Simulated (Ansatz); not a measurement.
## A decomposition energy, worked out: SiC2

Level of theory: DFT PBE, scalar-relativistic, plane waves, PAW (Ansatz). Settings: cutoff 420 eV, Γ-centred meshes spaced at most about 0.3 Å⁻¹, and about 0.25 Å⁻¹ or finer for metals (2π included), Gaussian smearing. No spin polarisation.

Energies over the elements count from the elements' standard structures at the same level, with no fitted energy shifts.

Temperature and zero-point effects are left out. No dispersion correction is applied, so the spacing and binding between layers, chains or molecules are poorly described (SiC2 Pm). The reference form of C is held partly by dispersion forces, which this level lacks.

A trial structure of SiC2 (reached from: a relaxed cell, shaken at random and relaxed again; relaxed: space group Pm (No. 6), a = 2.456 Å, b = 4.242 Å, c = 9.803 Å, β = 94.6°) has a formation energy of 0.262 eV/atom. It holds Si–Si nets (shortest 2.45 Å) and C–C nets (shortest 1.41 Å). At its composition the lowest mixture among the elements and 1 reference phase computed alike (others may be missing) consists of these:

```tsv
phase	source	ΔE_f (eV/atom)
C (solid)	element	0.000
SiC (P6_3mc)	Materials Project	-0.204
```

**Question.** Write the balanced decomposition and find its energy per atom, per formula unit and per mole of formula units.

**Answer.** Balancing Si and C gives SiC2 → C + SiC. The left side holds 3 atoms, and the products take 1/3 (C) and 2/3 (SiC) of them. The mixture therefore lies at 1/3 × (0.000) + 2/3 × (-0.204) = -0.136 eV/atom. The reaction energy is -0.136 − (0.262) = -0.398 eV/atom. Times 3 atoms that is -1.194 eV per SiC2, and times 96.485 it is -115 kJ per mole of SiC2. Decomposition is downhill, so the trial structure is unstable against this mixture.
